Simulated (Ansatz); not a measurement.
# Cr (Cmcm) in Ansatz: reference runs

Reference runs on Cr: the cell as given and a disturbed copy.

All numbers are computed with Ansatz 0.2.0; they aren't measurements. Logs are shortened: lines on timing, memory, paths and dates and some standing lists are left out, and cuts for length are marked.

### 1 The crystal as given

It takes space group Cmcm (No. 63, orthorhombic). The conventional cell has a = 2.294 Å, b = 4.934 Å, c = 4.064 Å, α = 90.00°, β = 90.00°, γ = 90.00°. Cr (site symmetry m2m) has 8 Cr at 2.29 to 2.62 Å as nearest neighbours.

This isn't the form of Cr at room conditions, which is bcc.

### 2 Single point, PBE, collinear spin, ferromagnetic start

input.yaml

```yaml
crystal:
  lattice:
    - [1.147050505, -2.46702512, 0.0]
    - [1.147050505, 2.46702512, 0.0]
    - [0.0, 0.0, 4.06431074]
  atoms:
    - { symbol: Cr, position: [0.87053258, 0.12946742, 0.75], spin: 3.0 }
    - { symbol: Cr, position: [0.12946742, 0.87053258, 0.25], spin: 3.0 }
hamiltonian:
  xc: pbe
  pseudopotentials: { kind: paw }
magnetization:
  spin_polarized: true
kpoints:
  mp_grid: { grid: [13, 13, 7] }
scf:
  occupations: { method: fermi_dirac, width: 0.05 }
output:
  forces: true
  stress: true
  eigenvalues: true
```

Potentials or basis: Ansatz PAW.

Run with:

```bash
$ ansatz run input.yaml --threads 2 --pin off --max-ram 5120MiB --backend cpu --events-out ev --progress --plain --runs-dir out
```

What it wrote:

```text
Warning: RAYON_NUM_THREADS=2 ignored (pool sized by the plan → 2); use --threads N
Engine: ansatz 0.2.0, x86_64-unknown-linux-gnu
Pseudopotentials: kind: paw
Pseudopotential: Cr, paw, valence charge 14, recommended cutoff 420 eV (normal), Cr.paw.azcp
Functional definition: PBE
  parameter kappa = 0.804
  parameter beta = 0.06672455060314922
  exchange = pbe_x(kappa = kappa, mu = beta*pi^2/3)
  correlation = pbe_c(beta = beta)
Crystal: 2 atoms, lattice volume = 23.002 Å³
Basis set: ecut = 420 eV, 459 PW (Γ), exchange–correlation on 40×40×60 points (8 copies of the dense FFT grid, shifted against one another)
Bands: 21, of which v1, the nominal top of the filled ones, is band 14 counted from 1 (13 counted from 0)
Symmetry: 8 space group operations
Space group: Cmcm (ITA 63), of the structure as read, at distance tolerance 2.8e-5 Å
Magnetic group: BNS 63.457 (UNI 555), of the structure as read, at distance tolerance 2.8e-5 Å
k-points: 196 of 1183
Non-local potential: Cr, projectors of the file, l = 0: 3, l = 1: 2, l = 2: 3, l = 3: 1
PAW form: soft (Blöchl's): semilocal exchange-correlation on the pseudo side does not see the compensation charge
PAW one-centre angular grid: Cr, 590 points (default); XC on 64 Gauss nodes
Initial density: superposition of atomic densities (chi_scale 0.1, normalization cell)
Starting moments: Σ|m| = 6 μB on 2 of 2 sites
Initial wavefunctions: pseudopotential atomic-orbital guess
Functional: x = pbe(κ = 0.804, μ = 0.2195149727645171), c = pbe(β = 0.06672455060314922)
SCF iter   1: F=—  HF=-6760.788295 eV  |F-HF|=—  |Δ(HF+E_count)|=         —  Δρ=3.16e-1 (↑3.16e-1 ↓1.38e-1)  dr2=9.49e0  dr2_m=9.85e0  M=0.775 μB ∫|m|=0.775 μB  β_m=0.30  ethr=3.10e-3  ⟨swp⟩=3.5  Hψ=28699  notcnv=0
Mixer restart at iter 1: flushing history
preconditioner: auto → none  [metal: Δε(μ)=0.004 eV  Ē_g=7.016 eV  σ=0.050 eV  W_gap=0.02  n_scr=4 (ndim 8)  ℏωp=26.8 eV  f_vac=0.000  D(μ)=1.69/eV (n_scr^D=22)  sad-step TF]
SCF iter   2: F=—  HF=-6756.609739 eV  |F-HF|=—  |Δ(HF+E_count)|=    4.18e0  Δρ=2.02e-1 (↑2.02e-1 ↓1.10e-1)  dr2=3.04e0  dr2_m=4.78e0  M=0.748 μB ∫|m|=0.748 μB  β_m=0.57  ethr=3.10e-3  ⟨swp⟩=2.2  Hψ=18004  notcnv=0  defer=394
SCF iter   3: F=—  HF=-6754.847210 eV  |F-HF|=—  |Δ(HF+E_count)|=    1.76e0  Δρ=5.01e-2 (↑5.01e-2 ↓2.44e-2)  dr2=2.46e-1  dr2_m=2.62e-1  M=0.342 μB ∫|m|=0.344 μB  β_m=0.61  ethr=3.10e-3  ⟨swp⟩=2.4  Hψ=14222  notcnv=0  defer=390
SCF iter   4: F=—  HF=-6754.796611 eV  |F-HF|=—  |Δ(HF+E_count)|=   5.06e-2  Δρ=1.13e-2 (↑2.87e-3 ↓1.13e-2)  dr2=2.10e-2  dr2_m=7.22e-3  M=0.105 μB ∫|m|=0.113 μB  β_m=0.74  ethr=8.79e-4  ⟨swp⟩=2.9  Hψ=17897  notcnv=0  defer=323
[... 7 lines left out ...]
SCF iter  12: F=-6754.809004 eV  HF=-6754.809004 eV  |F-HF|=2.36e-11  |Δ(HF+E_count)|=  1.91e-11  Δρ=2.53e-7 (↑2.53e-7 ↓2.19e-7)  dr2=3.22e-11  dr2_m=1.42e-12  M=0.000 μB ∫|m|=0.000 μB  ethr=1.00e-12  ⟨swp⟩=3.8  Hψ=26651  notcnv=0
SCF 1 converged in 12 iterations: F = -6754.809004 eV  dr2 = 3.22e-11
WARN: the starting moments were not kept: the SCF closed with an absolute magnetisation of 1.6e-6 μB, where they sum to 6 μB in size (2 sites). That is at most 0.1 of that sum. Measured as dr2_m measures the in/out step, that magnetisation stands 7.1e-13 eV from none, at or under the dr2_threshold of 1.0e-7 eV: it is no larger than a step whose dr2_m would equal this threshold. The system may hold no moment; this SCF shows only that its start led to no more than that. To try another start: raise the starting moments (crystal.atoms[].spin, magnetization.per_species, magnetization.initial_magnetization, or on a non-collinear deck that types none of these the spinor_matrix: blocks that start its atoms; where the total moment is fixed, keep their sum and leave initial_magnetization as it is; typed ones take the place of any that the run laid by itself, positive ones on a crystal's lanthanoids without a Hubbard term where scf.initial_density.shell_occupations: [] is typed) or, if the notice of its spin-set hold's release reads "site moments contracting" or "site moments show no strong build", lengthen the hold (scf.mixing.spin_hold: { on: { confirm: 4 } }; for m-r²SCAN on two components see the key's manual first). Each may lead to a state that holds a moment. A second SCF, from the converged charge density, with the starting moments and any scf.initial_density.shell_occupations laid on it anew, would have followed, and was not run: the deck does not ask for one (magnetization.retry_lost_moments is false, the default). To let it run, set magnetization.retry_lost_moments: true and run the deck again, where that key's refused combinations let it; where memory then withholds it, that run's warning says so.
SCF converged after 12 iterations
Magnetization: 0.0000 μB (14.0000 up, 14.0000 down)
Absolute magnetization: 0.0000 μB (∫|ρ↑−ρ↓|, with the PAW one-centre terms)
Spin contamination: 0.0000 ħ² per cell (⟨S²⟩ above its minimum at these occupations)
Per-site moments (μB) at R_I (Å): [(5.879536611063849e-8, 0.946316666625), (5.879536601908256e-8, 0.946316666625)]
Free energy (F): -6754.809004 eV
Harris-Foulkes:  -6754.809004 eV  (|F-HF|=2.36e-11)
Internal energy: -6754.785599 eV  (E = F + TS)
E sigma→0 (E₀):  -6754.797302 eV
Entropy (-TS):   -0.023405 eV (-11.702 meV/atom)
Fermi energy:    19.510040 eV
--- Per-component energies (eV) ---
  E_band       = -283.514225
  E_kinetic    = 689.215210
  E_local      = -2367.796361  (includes V_loc(G=0)·N_el)
  E_nonlocal   = 159.022674
  E_hartree    = 1037.614304
  E_xc         = -280.610017
  E_vxc        = -358.080853  (∫ρ·V_xc dr)
  E_paw        = -2391.186211  (= ΣΔE_a)
  E_vpaw       = -481.103901  (= ΣTr[D̂ρ^β])
  E_aug_tail   = 0.000739  (compensation charges beyond the density's cutoff)
  E_ewald      = -3601.045936
  E_smearing   = -0.023405  (= −TS)
  E_closure    = 0.000000  (closes the sum)
  Σ components = -6754.809004   (vs F -6754.809004, Δ=0.00e0)
--- Forces (eV/Å), atoms counted from 1 ---
  atom   1  Cr     0.00000000     0.18162557     0.00000000
  atom   2  Cr     0.00000000    -0.18162557     0.00000000
  max |Σ_I F_I| component: 2.78e-17 eV/Å
--- Stress (GPa, compression-positive) ---
        7.635395       0.000000       0.000000
        0.000000       4.294634       0.000000
        0.000000       0.000000      10.805294
  P = ⅓ Tr σ = 7.5784 GPa (75.784 kbar)
--- Band table (eV; the first three rows and the last of 392) ---
  k-point 0 ↑: bands = ["-52.2507", "-52.0384", "-23.9282", "-23.3723", "-23.1223", "-22.9616", "-22.8707", "-22.8593", "11.6672", "15.1571", "17.3386", "17.5635", "18.6412", "19.6946", "20.4927", "20.5406", "20.5770", "21.2321", "21.3846", "22.1042", "29.3127"]
  k-point 1 ↑: bands = ["-52.2404", "-52.0490", "-23.8830", "-23.3623", "-23.1338", "-23.0092", "-22.8701", "-22.8598", "11.8878", "15.1528", "17.3381", "17.5557", "18.8098", "19.5191", "19.9432", "20.4054", "20.4501", "21.3904", "21.5163", "21.9024", "30.1796"]
  k-point 2 ↑: bands = ["-52.2112", "-52.0788", "-23.7559", "-23.3387", "-23.1658", "-23.1367", "-22.8685", "-22.8614", "12.5178", "15.0038", "17.3952", "17.5409", "18.8557", "19.0648", "19.3187", "20.2038", "20.2409", "21.3704", "21.6495", "21.7310", "32.2343"]
  k-point 195 ↓: bands = ["-52.0930", "-52.0837", "-23.8902", "-23.8783", "-23.1766", "-23.1503", "-22.9296", "-22.8974", "15.1278", "15.2373", "16.6420", "16.9546", "19.4856", "19.5983", "20.8213", "21.2918", "21.7907", "21.9101", "21.9155", "22.3147", "28.6042"]
```

Run time: 5 s. Hardware: 2 threads of Intel Xeon 6975P-C (Granite Rapids), shared host; peak memory 0.45 GiB.

What came out:

| Item | Value |
| --- | --- |
| Free energy | -6754.8090 eV |
| Pressure | 7.6 GPa |
| Largest force | 0.182 eV/Å |
| Band gap on the k mesh | none (metal or under the smearing width) |
| Net moment | 0.00 μB per cell |
| Absolute moment | 0.00 μB per cell |

Forces in eV/Å, atoms in the order of the input:
```
Cr   0.000  0.182  0.000
Cr   0.000 -0.182  0.000
```

Stress tensor (GPa, compression positive):
```
 7.64  0.00  0.00
 0.00  4.29  0.00
 0.00  0.00 10.81
```

Levels at points of the mesh, in eV from the Fermi level:
Spin up:
```csv
k point,band 10,band 11,band 12,band 13,band 14,band 15,band 16,band 17,band 18,band 19
"(0.00, 0.00, 0.00)",-4.35,-2.17,-1.95,-0.87,0.18,0.98,1.03,1.07,1.72,1.87
```
Spin down:
```tsv
k point	band 10	band 11	band 12	band 13	band 14	band 15	band 16	band 17	band 18	band 19
(0.00, 0.00, 0.00)	-4.35	-2.17	-1.95	-0.87	0.18	0.98	1.03	1.07	1.72	1.87
```

Caveat: the starting moments collapsed, and a magnetic state may lie lower; the starting moments weren't kept.

### 3 Single point, PBE, collinear spin, ferromagnetic start (atoms moved at random, drawn with an rms of 0.05 Å)

input.yaml, as its differences from that of step 2:

```diff
@@ -6,4 +6,4 @@
   atoms:
-    - { symbol: Cr, position: [0.87053258, 0.12946742, 0.75], spin: 3.0 }
-    - { symbol: Cr, position: [0.12946742, 0.87053258, 0.25], spin: 3.0 }
+    - { symbol: Cr, position: [0.880244, 0.137988, 0.740745], spin: 3.0 }
+    - { symbol: Cr, position: [0.090136, 0.849559, 0.257121], spin: 3.0 }
 hamiltonian:
@@ -21 +21,5 @@
   eigenvalues: true
+  write_density: true
+  write_potential: true
+  elf: true
+  volumetric_format: npy
```

Potentials or basis: Ansatz PAW.

Run with:

```bash
$ ansatz run input.yaml --threads 2 --pin off --max-ram 5120MiB --backend cpu --events-out ev --progress --plain --runs-dir out
```

Wall time 18 s (2 threads of Intel Xeon 6975P-C (Granite Rapids), shared host); peak memory 0.72 GiB.

It converged, with:

| Quantity | Value |
| --- | --- |
| Free energy | -6754.7995 eV |
| Pressure | 8.2 GPa |
| Largest force | 0.898 eV/Å |
| Band gap on the k mesh | none (metal or under the smearing width) |
| Net moment | 0.00 μB per cell |
| Absolute moment | 0.00 μB per cell |

Forces on the atoms (eV/Å):
```
Cr   0.511  0.290  0.679
Cr  -0.511 -0.290 -0.679
```

Stress tensor (GPa, compression positive):
```
 9.42  4.38  1.03
 4.38  4.48 -0.54
 1.03 -0.54 10.81
```

Levels at points of the mesh, in eV from the Fermi level:
Spin up:
```tsv
k point	band 10	band 11	band 12	band 13	band 14	band 15	band 16	band 17	band 18	band 19
(0.00, 0.00, 0.00)	-4.35	-2.15	-2.03	-0.90	0.15	1.02	1.03	1.07	1.77	1.86
```
Spin down:
```csv
k point,band 11,band 12,band 13,band 14,band 15,band 16,band 17,band 18
"(0.00, 0.00, 0.00)",-2.15,-2.03,-0.90,0.15,1.02,1.03,1.07,1.77
```

Caveat: the starting moments collapsed, and a magnetic state may lie lower; the starting moments weren't kept.
